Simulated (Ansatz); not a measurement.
# I (Fmmm) in Ansatz: settings compared, part 2 of 2

Ansatz 0.2.0. Earlier steps stand in the parts before.

## Step 5: Relaxation of cell and atoms, BLYP+D4

Input file input.yaml:

```yaml
crystal:
  lattice:
    - [0.0, 2.3656004428, 3.9098401324]
    - [2.1922454667, 0.0, 3.9098401324]
    - [2.1922454667, 2.3656004428, 0.0]
  atoms:
    - { symbol: I, position: [0.0, 0.0, 0.0] }
hamiltonian:
  xc: blyp
  pseudopotentials: { kind: paw }
  dispersion: d4
kpoints:
  mp_grid: { grid: [9, 9, 9] }
scf:
  occupations: { method: fermi_dirac, width: 0.05 }
output:
  forces: true
  stress: true
relax:
  f_tol: 0.01
  max_steps: 40
  cell: { stress_tol: 0.05 }
```

Potentials or basis: Ansatz PAW.

Run with:

```bash
$ ansatz run input.yaml --threads 2 --pin off --max-ram 5632MiB --backend cpu --events-out ev --progress --plain --runs-dir out
```

Standard output:

```text
Warning: RAYON_NUM_THREADS=2 ignored (pool sized by the plan → 2); use --threads N
Engine: ansatz 0.2.0, x86_64-unknown-linux-gnu
Pseudopotentials: kind: paw
Pseudopotential: I, paw, valence charge 17, recommended cutoff 420 eV (normal), I.paw.azcp
Functional definition: BLYP
  parameter beta = 0.0042
  parameter a = 0.04918
  parameter b = 0.132
  parameter c = 0.2533
  parameter d = 0.349
  exchange = b88_x(beta = beta)
  correlation = lyp_c(a = a, b = b, c = c, d = d)
Crystal: 1 atoms, lattice volume = 40.553 Å³
Basis set: ecut = 420 eV, 797 PW (Γ), exchange–correlation on 64×60×48 points (8 copies of the dense FFT grid, shifted against one another)
Bands: 13, of which v1, the nominal top of the filled ones, is band 9 counted from 1 (8 counted from 0)
Symmetry: 8 space group operations
Space group: Fmmm (ITA 69), of the structure as read, at distance tolerance 3.4e-5 Å
k-points: 125 of 729
Non-local potential: I, projectors of the file, l = 0: 2, l = 1: 2, l = 2: 2, l = 3: 2
PAW form: soft (Blöchl's): semilocal exchange-correlation on the pseudo side does not see the compensation charge
PAW frozen core: I, regenerated for the run's functional, and the local potential with it (the file was generated under x = pbe(κ = 0.804, μ = 0.2195149727645171), c = pbe(β = 0.06672455060314922))
PAW one-centre angular grid: I, 590 points (default); XC on 64 Gauss nodes
Initial density: superposition of atomic densities (neutral atoms: chi_scale 0, normalization atom), corrected by the library's trained network
Initial wavefunctions: pseudopotential atomic-orbital guess
Functional: x = b88, c = lyp
SCF iter   1: F=—  HF=-7531.166340 eV  |F-HF|=—  |Δ(HF+E_count)|=         —  Δρ=3.97e-3  dr2=7.05e-3  ethr=1.77e-3  ⟨swp⟩=6.1  Hψ=10948  notcnv=0
preconditioner: auto → LDOS  [metal: Δε(μ)=0.036 eV  Ē_g=13.348 eV  σ=0.050 eV  W_gap=0.17  n_scr=10 (ndim 8)  ℏωp=15.4 eV  f_vac=0.087  D(μ)=0.63/eV (n_scr^D=2)  β→1.0]
SCF iter   2: F=—  HF=-7531.164272 eV  |F-HF|=—  |Δ(HF+E_count)|=   2.07e-3  Δρ=1.33e-3  dr2=5.87e-4  ethr=4.14e-5  ⟨swp⟩=2.0  Hψ=3616  notcnv=0  defer=7
SCF iter   3: F=—  HF=-7531.164112 eV  |F-HF|=—  |Δ(HF+E_count)|=   1.59e-4  Δρ=3.41e-4  dr2=4.86e-5  ethr=3.45e-6  ⟨swp⟩=2.0  Hψ=2704  notcnv=0  defer=7
SCF iter   4: F=—  HF=-7531.164089 eV  |F-HF|=—  |Δ(HF+E_count)|=   2.32e-5  Δρ=6.33e-5  dr2=1.80e-6  ethr=2.86e-7  ⟨swp⟩=2.0  Hψ=2683  notcnv=0  defer=7
SCF iter   5: F=—  HF=-7531.164089 eV  |F-HF|=—  |Δ(HF+E_count)|=   1.31e-7  Δρ=1.45e-5  dr2=1.13e-7  ethr=1.06e-8  ⟨swp⟩=2.2  Hψ=1992  notcnv=0  defer=7
SCF iter   6: F=-7531.164089 eV  HF=-7531.164089 eV  |F-HF|=1.44e-10  |Δ(HF+E_count)|=  5.89e-10  Δρ=2.55e-6  dr2=2.31e-9  ethr=5.88e-10  ⟨swp⟩=4.7  Hψ=4941  notcnv=0
SCF 1 converged in 6 iterations: F = -7531.164089 eV  dr2 = 2.31e-9
relax step   1: F+E_penalty+E_count = -7531.16408902 eV  Δ(F+E_penalty+E_count) = +0.000e0 eV  max|allowed force component| = 0.000e0 eV/Å  Δτ_max = 0.0000 Å  P = +0.116 GPa  Ω = 40.553 Å³  (6 SCF iters, dr2 threshold 1.00e-7 eV, accepted)
Crystal: 1 atoms, lattice volume = 39.906 Å³
Initial density: handed on by an earlier stage of this run
Initial wavefunctions: those handed on with the density
iter 1 solved again at ethr=1.90e-6 eV; its pass at ethr=3.10e-3 eV (dr2=3.22e-4 eV) is discarded
SCF iter   1: F=—  HF=-7531.174958 eV  |F-HF|=—  |Δ(HF+E_count)|=         —  Δρ=7.84e-4  dr2=3.57e-4  ethr=1.90e-6  ⟨swp⟩=1.7  Hψ=14101  notcnv=0
[... 47 lines left out ...]
Crystal: 1 atoms, lattice volume = 38.426 Å³
iter 1 solved again at ethr=3.24e-8 eV; its pass at ethr=3.10e-3 eV (dr2=5.51e-6 eV) is discarded
SCF iter   1: F=—  HF=-7531.181326 eV  |F-HF|=—  |Δ(HF+E_count)|=         —  Δρ=2.02e-4  dr2=1.28e-5  ethr=3.24e-8  ⟨swp⟩=3.0  Hψ=13491  notcnv=0
eigensolver tolerance schedule calibrated: the retry pair's looser diagonalisation under-reported the residual by θ = 0.57 (0.11/decade); ethr = c·dr2/N_el runs at the constant in force after the calibration composes with the one it found (an armed cap, an earlier calibration), c = 7.6e-2
preconditioner: auto → LDOS  [metal: Δε(μ)=0.003 eV  Ē_g=13.446 eV  σ=0.050 eV  W_gap=0.01  n_scr=10 (ndim 8)  ℏωp=15.8 eV  f_vac=0.017  D(μ)=0.81/eV (n_scr^D=2)  β→1.0]
SCF iter   2: F=—  HF=-7531.181323 eV  |F-HF|=—  |Δ(HF+E_count)|=   3.04e-6  Δρ=9.31e-5  dr2=2.62e-6  ethr=3.24e-8  ⟨swp⟩=2.0  Hψ=2071  notcnv=0
SCF iter   3: F=—  HF=-7531.181322 eV  |F-HF|=—  |Δ(HF+E_count)|=   1.01e-6  Δρ=4.00e-6  dr2=4.26e-9  ethr=1.18e-8  ⟨swp⟩=2.0  Hψ=1960  notcnv=0
SCF iter   4: F=—  HF=-7531.181322 eV  |F-HF|=—  |Δ(HF+E_count)|=   1.08e-8  Δρ=7.72e-7  dr2=2.14e-10  ethr=1.91e-11  ⟨swp⟩=2.6  Hψ=2812  notcnv=0
SCF iter   5: F=-7531.181322 eV  HF=-7531.181322 eV  |F-HF|=3.64e-12  |Δ(HF+E_count)|=  1.09e-11  Δρ=9.01e-8  dr2=2.25e-12  ethr=1.00e-12  ⟨swp⟩=4.5  Hψ=7301  notcnv=0
SCF 7 converged in 5 iterations: F = -7531.181322 eV  dr2 = 2.25e-12
relax step   7: F+E_penalty+E_count = -7531.18132212 eV  Δ(F+E_penalty+E_count) = -5.941e-6 eV  max|allowed force component| = 0.000e0 eV/Å  Δτ_max = 0.0000 Å  P = +0.004 GPa  Ω = 38.426 Å³  energy of the carried Pulay correction = +3.362e-4 eV  (5 SCF iters, accepted)
Basis set: ecut = 420 eV, 769 PW (Γ), exchange–correlation on 60×60×48 points (8 copies of the dense FFT grid, shifted against one another)
Initial wavefunctions: pseudopotential atomic-orbital guess (no wavefunctions were taken with the density)
iter 1 solved again at ethr=9.43e-7 eV; its pass at ethr=3.10e-3 eV (dr2=1.60e-4 eV) is discarded
SCF iter   1: F=—  HF=-7531.176683 eV  |F-HF|=—  |Δ(HF+E_count)|=         —  Δρ=5.61e-4  dr2=2.88e-6  ethr=9.43e-7  ⟨swp⟩=2.7  Hψ=14992  notcnv=0
preconditioner: auto → LDOS  [metal: Δε(μ)=0.033 eV  Ē_g=13.445 eV  σ=0.050 eV  W_gap=0.16  n_scr=10 (ndim 8)  ℏωp=15.8 eV  f_vac=0.017  D(μ)=0.81/eV (n_scr^D=2)  β→1.0]
SCF iter   2: F=—  HF=-7531.181052 eV  |F-HF|=—  |Δ(HF+E_count)|=   4.37e-3  Δρ=1.96e-5  dr2=2.22e-7  ethr=1.69e-8  ⟨swp⟩=2.1  Hψ=2281  notcnv=0
SCF iter   3: F=—  HF=-7531.181052 eV  |F-HF|=—  |Δ(HF+E_count)|=   3.45e-7  Δρ=8.17e-6  dr2=1.45e-8  ethr=1.31e-9  ⟨swp⟩=2.0  Hψ=2683  notcnv=0
SCF iter   4: F=—  HF=-7531.181052 eV  |F-HF|=—  |Δ(HF+E_count)|=   3.62e-8  Δρ=1.08e-6  dr2=2.67e-10  ethr=8.53e-11  ⟨swp⟩=2.0  Hψ=2697  notcnv=0
SCF iter   5: F=—  HF=-7531.181052 eV  |F-HF|=—  |Δ(HF+E_count)|=   1.21e-9  Δρ=2.03e-7  dr2=1.22e-11  ethr=1.57e-12  ⟨swp⟩=3.0  Hψ=2849  notcnv=0
SCF iter   6: F=-7531.181052 eV  HF=-7531.181052 eV  |F-HF|=5.46e-12  |Δ(HF+E_count)|=  3.18e-11  Δρ=3.20e-8  dr2=3.36e-13  ethr=1.00e-12  ⟨swp⟩=5.8  Hψ=5910  notcnv=0
SCF 8 converged in 6 iterations: F = -7531.181052 eV  dr2 = 3.36e-13
relax step   8: F+E_penalty+E_count = -7531.18105189 eV  Δ(F+E_penalty+E_count) = +2.702e-4 eV  max|allowed force component| = 0.000e0 eV/Å  Δτ_max = 0.0000 Å  P = -0.003 GPa  Ω = 38.426 Å³  stress off target by 9.11e-3 GPa  SCF on the basis re-selected at this cell (its energy is not comparable with the rows above)  (6 SCF iters)
basis re-selected at this cell: Δ(F+E_penalty+E_count) = +2.702e-4 eV, ΔP = -0.006 GPa vs the last step (what re-selecting the basis moved, of the pressure what is left beyond the Pulay correction that the steps carried, after the strain that the cell walked since its last selection, with what the two solves' SCF thresholds leave and, on support functions, any second-order correction that the steps lacked; it is no measure of the basis error at this ecutwfc). The dense FFT grid was sized anew with the basis: this SCF ran on 30×30×24 points, the steps before it on 32×30×24, so part of this shift can come from that change (see relax.cell in the input reference). This SCF's stress stands 9.11e-3 GPa from its target on what of the cell is left free (relax.cell.stress_tol is 5.00e-2 GPa) and its largest allowed force component is 0.00e0 eV/Å (relax.f_tol is 1.00e-2 eV/Å): within both
SCF converged after 6 iterations
Free energy (F): -7531.181052 eV
Harris-Foulkes:  -7531.181052 eV  (|F-HF|=5.46e-12)
Internal energy: -7531.174575 eV  (E = F + TS)
E sigma→0 (E₀):  -7531.177813 eV
Entropy (-TS):   -0.006477 eV (-6.477 meV/atom)
Fermi energy:    6.860396 eV
--- Per-component energies (eV) ---
  E_band       = -370.158626
  E_kinetic    = 189.442200
  E_local      = -1900.492834  (includes V_loc(G=0)·N_el)
  E_nonlocal   = -94.028273
  E_hartree    = 985.521864
  E_xc         = -126.096068
  E_vxc        = -125.731780  (∫ρ·V_xc dr)
  E_paw        = -4833.855938  (= ΣΔE_a)
  E_vpaw       = -410.391744  (= ΣTr[D̂ρ^β])
  E_aug_tail   = 0.000063  (compensation charges beyond the density's cutoff)
  E_ewald      = -1750.961550
  E_disp       = -0.708802  (pairwise vdW)
  E_core_change = 0.004765  (= ΣΔE_core)
  E_smearing   = -0.006477  (= −TS)
  E_closure    = 0.000000  (closes the sum)
  Σ components = -7531.181052   (vs F -7531.181052, Δ=0.00e0)
--- Forces (eV/Å), atoms counted from 1 ---
  atom   1  I      0.00000000     0.00000000    -0.00000000
  max |Σ_I F_I| component: 2.52e-29 eV/Å
--- Stress (GPa, compression-positive) ---
        0.001996       0.000000      -0.000000
        0.000000      -0.001184       0.000000
       -0.000000       0.000000      -0.009109
  P = ⅓ Tr σ = -0.0028 GPa (-0.028 kbar)
--- Relaxed structure (7 steps of the walk, 7 accepted, 1 SCFs on fresh bases) ---
  F+E_penalty+E_count = -7531.18105189 eV   max|allowed force component| = 0.000e0 eV/Å   (the final SCF, on the basis selected at the relaxed cell)
  cell:  # Å, volume = 38.4260 Å³
    - [3.273968860925985e-32, 2.2990316359075087, 3.6375302440823605]
    - [2.2974343286673755, -2.12238076622978e-17, 3.6375302440823605]
    - [2.2974343286673755, 2.2990316359075087, -1.2841202479809578e-17]
  atoms:
    - { symbol: I, position: [0.0, 0.0, 0.0] }
```

Run time: 14 s. Hardware: 2 threads of Intel Xeon at 2.70GHz, shared host; peak memory 0.4 GiB.

What came out:

- Free energy: -7531.1811 eV
- Relaxed volume: 38.43 Å³/atom
- Relaxed cell: a = 4.303 Å, b = 4.302 Å, c = 3.250 Å, α = 67.82°, β = 67.80°, γ = 44.38°
- Space group after relaxing (to 0.05 Å): I4/mmm (No. 139)
- Energy gained by relaxing: 17.0 meV/atom
- Ionic steps: 8
- Pressure after relaxing: 0.0 GPa

The path:
```tsv
step	energy change (eV)	largest force (eV/Å)	volume (Å³)
1	0.0000	0.0000	40.55
2	-0.0108	0.0000	39.91
3	-0.0156	0.0000	38.16
4	-0.0169	0.0000	38.30
5	-0.0172	0.0000	38.41
6	-0.0172	0.0000	38.41
7	-0.0172	0.0000	38.43
8	-0.0170	0.0000	38.43
```

Final structure:
```
I
1.0
     0.00000    2.29903    3.63753
     2.29743    0.00000    3.63753
     2.29743    2.29903    0.00000
I
1
Direct
  0.00000 0.00000 0.00000
```

Caveat: the plane-wave basis is chosen anew once the cell has moved, so the energies of steps on either side of that aren't comparable; the PAW data sets come from PBE, with cores solved anew for the run's functional, which leaves a small shift of forces and pressure.

## Step 6: Overview

```csv
task,level,cell,smearing,pressure (GPa),relaxed volume (Å³/atom)
single point,PBE,as given,gaussian 0.011 eV,0.4,-
relaxation of cell and atoms,PBE,relaxed,fermi-dirac 0.05 eV,0.0,48.04
relaxation of cell and atoms,BLYP+D3(BJ),relaxed,fermi-dirac 0.05 eV,0.0,37.52
relaxation of cell and atoms,BLYP+D4,relaxed,fermi-dirac 0.05 eV,0.0,38.43
```

Alike in all rows: potentials or basis Ansatz PAW; no spin polarisation; k mesh 9 × 9 × 9; cutoff (eV) 420.

Caveats: the plane-wave basis is chosen anew once the cell has moved, so the energies of steps on either side of that aren't comparable (some runs); the PAW data sets come from PBE, with cores solved anew for the run's functional, which leaves a small shift of forces and pressure (some runs); an odd number of electrons without spin polarisation forces a metal (some runs); a magnetic or distorted state may lie lower (some runs); the volume moved by over 15 % at a fixed basis, so the end points are rough (some runs).

Total energies depend on the potentials used, so only differences within one code and one set of settings carry meaning.
